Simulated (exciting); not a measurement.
# Cd (R-3m) in exciting: equation of state, part 2 of 2

exciting (release sodium). Earlier steps stand in the parts before.

## Step 8: Equation of state, PBE, 23.26 Å³/atom (volume scaled by 1.06)

Contents of input.xml:

```xml
<input>
  <title>Cd</title>
  <structure speciespath="./" tshift="false">
    <crystal scale="1">
      <basevect>3.098332860748 1.788823311164 4.719260008832</basevect>
      <basevect>-3.098332860748 1.788823311164 4.719260008832</basevect>
      <basevect>0.000000000000 -3.577646622517 4.719260008832</basevect>
    </crystal>
    <species speciesfile="Cd.xml" rmt="2.3">
      <atom coord="0.000000000000 0.000000000000 0.000000000000"/>
    </species>
  </structure>
  <groundstate do="fromscratch" ngridk="10 10 10" rgkmax="9" gmaxvr="14" lmaxapw="10" lmaxmat="10" lmaxvr="8" xctype="GGA_PBE" stype="Fermi Dirac" swidth="0.00183747" nempty="8" ValenceRelativity="iora*" epsengy="1e-05" epspot="1e-05" maxscl="60" outputlevel="normal"/>
</input>
```

Potentials or basis: all-electron LAPW+lo, shipped species files, valence relativity iora*.

On the command line:

```console
> OMP_NUM_THREADS=1 exciting_smp
```

INFO.OUT:

```text
================================================================================
EXCITING SODIUM started
[... 10 lines left out ...]

 Lattice vectors (cartesian) :
      3.0983328607      1.7888233112      4.7192600088
     -3.0983328607      1.7888233112      4.7192600088
      0.0000000000     -3.5776466225      4.7192600088

 Reciprocal lattice vectors (cartesian) :
      1.0139622806      0.5854113956      0.4437973535
     -1.0139622806      0.5854113956      0.4437973535
     -0.0000000000     -1.1708227913      0.4437973535

 Unit cell volume                           :     156.9353119087
 Brillouin zone volume                      :       1.5805889091

 Species :    1 (Cd)
     parameters loaded from                 :    Cd.xml
     name                                   :    cadmium
     nuclear charge                         :     -48.00000000
     electronic charge                      :      48.00000000
     atomic mass                            :  204912.71750000
     muffin-tin radius                      :       2.30000000
     # of radial points in muffin-tin       :     400

     atomic positions (lattice) :
       1 :   0.00000000  0.00000000  0.00000000

 Total number of atoms per unit cell        :       1

 Spin treatment                             :    spin-unpolarised

 Number of Bravais lattice symmetries       :      12
 Number of crystal symmetries               :      12

 k-point grid                               :      10   10   10
 Total number of k-points                   :     116
 k-point set is reduced with crystal symmetries

 R^MT_min * |G+k|_max (rgkmax)              :       9.00000000
 Species with R^MT_min                      :       1 (Cd)
 Maximum |G+k| for APW functions            :       3.91304348
 Maximum |G| for potential and density      :      14.00000000

 G-vector grid sizes                        :      27    27    27
 Total number of G-vectors                  :    7287

 Maximum angular momentum used for
     APW functions                          :      10
     computing H and O matrix elements      :      10
     potential and density                  :       8
     inner part of muffin-tin               :       2

 Total nuclear charge                       :     -48.00000000
 Total electronic charge                    :      48.00000000
 Total core charge                          :      30.00000000
 Total valence charge                       :      18.00000000

 Number of empty states                     :       8
 Total number of valence states             :      18

 Maximum Hamiltonian size                   :     179
 Maximum number of plane-waves              :     167
 Total number of local-orbitals             :      12

 Exchange-correlation type                  :      20
     Perdew-Burke-Ernzerhof, Phys. Rev. Lett. 77, 3865 (1996)
     Generalised gradient approximation (GGA)

 Smearing scheme                            :    Fermi-Dirac
 Smearing width                             :       0.00183747

 Using multisecant Broyden potential mixing
[... 16 lines left out ...]
+ SCF iteration number :    1                                                  +
++++++++++++++++++++++++++++++++++++++++++++++++++++++++++++++++++++++++++++++++
 Total energy                               :     -5592.85267074
 _______________________________________________________________
 Fermi energy                               :         0.25286435
 Kinetic energy                             :      5869.54282306
 Coulomb energy                             :    -11307.71848291
 Exchange energy                            :      -152.10322161
 Correlation energy                         :        -2.57378928
[... 350 lines left out ...]
 Electron charges :
     core                                   :        30.00000000
     core leakage                           :         0.00117715
     valence                                :        18.00000000
     interstitial                           :         2.03766067
     charge in muffin-tin spheres :
                  atom     1    Cd          :        45.96233933
     total charge in muffin-tins            :        45.96233933
     total charge                           :        48.00000000

 RMS change in effective potential (target) :  0.330170E-10  ( 0.100000E-04)
 Absolute change in total energy   (target) :  0.124091E-06  ( 0.100000E-04)
 Charge distance                   (target) :  0.937562E-10  ( 0.100000E-04)

++++++++++++++++++++++++++++++++++++++++++++++++++++++++++++++++++++++++++++++++
| Convergency criteria checked for the last 2 iterations                       +
| Convergence targets achieved. Performing final SCF iteration                 +
++++++++++++++++++++++++++++++++++++++++++++++++++++++++++++++++++++++++++++++++
 Total energy                               :     -5596.02248988
 _______________________________________________________________
 Fermi energy                               :         0.23525491
 Kinetic energy                             :      5867.08349841
 Coulomb energy                             :    -11308.36229301
 Exchange energy                            :      -152.16884614
 Correlation energy                         :        -2.57484913

 DOS at Fermi energy (states/Ha/cell)       :         6.03815560

 Electron charges :
     core                                   :        30.00000000
     core leakage                           :         0.00117715
     valence                                :        18.00000000
     interstitial                           :         2.03766067
     charge in muffin-tin spheres :
                  atom     1    Cd          :        45.96233933
     total charge in muffin-tins            :        45.96233933
     total charge                           :        48.00000000

++++++++++++++++++++++++++++++++++++++++++++++++++++++++++++++++++++++++++++++++
[... 7 lines left out ...]

--------------------------------------------------------------------------------
- CAUTION! Warnings have been written in file WARNING.OUT !                    -
--------------------------------------------------------------------------------
================================================================================
| EXCITING SODIUM stopped                                                      =
================================================================================
```

WARNINGS.OUT:

```text
Inversion symmetry is present. Consider using input%groundstate%solver%type = "inversionsymmetry"
```

It took 51 s on 1 thread of Arm Neoverse V1, shared host; peak memory 0.1 GiB.

Results:

```
Free energy                                       : -152275.5315 eV
Band gap on the k mesh                            : none (metal or under the smearing width)
All electrons inside the program's atomic spheres : Cd 45.96 (radii Cd 2.3 bohr)
```

Caveat: the log's total energy holds no entropy term; the free energy is that total less TS from the occupations.

## Step 9: Equation of state, PBE

Potentials or basis: all-electron LAPW+lo, shipped species files, valence relativity iora*.

This step only gathers the single runs of the series.

Results:

```yaml
Equilibrium_volume: 22.91 Å³/atom
Bulk_modulus_at_fixed_shape_and_positions: 42 GPa
Pressure_derivative_of_the_bulk_modulus: "5.5 (rough: it moves with the points fitted)"
```

Energy against volume, from the lowest point:
| volume (Å³/atom) | energy (meV/atom) |
| --- | --- |
| 20.623 | 37.83 |
| 21.062 | 23.43 |
| 21.500 | 13.15 |
| 21.939 | 5.76 |
| 22.378 | 1.42 |
| 22.817 | 0.00 |
| 23.255 | 0.47 |

Caveat: the cell was scaled at fixed shape and fractional positions, which overstates the stiffness of a crystal with free parameters, most of all of layers and chains.
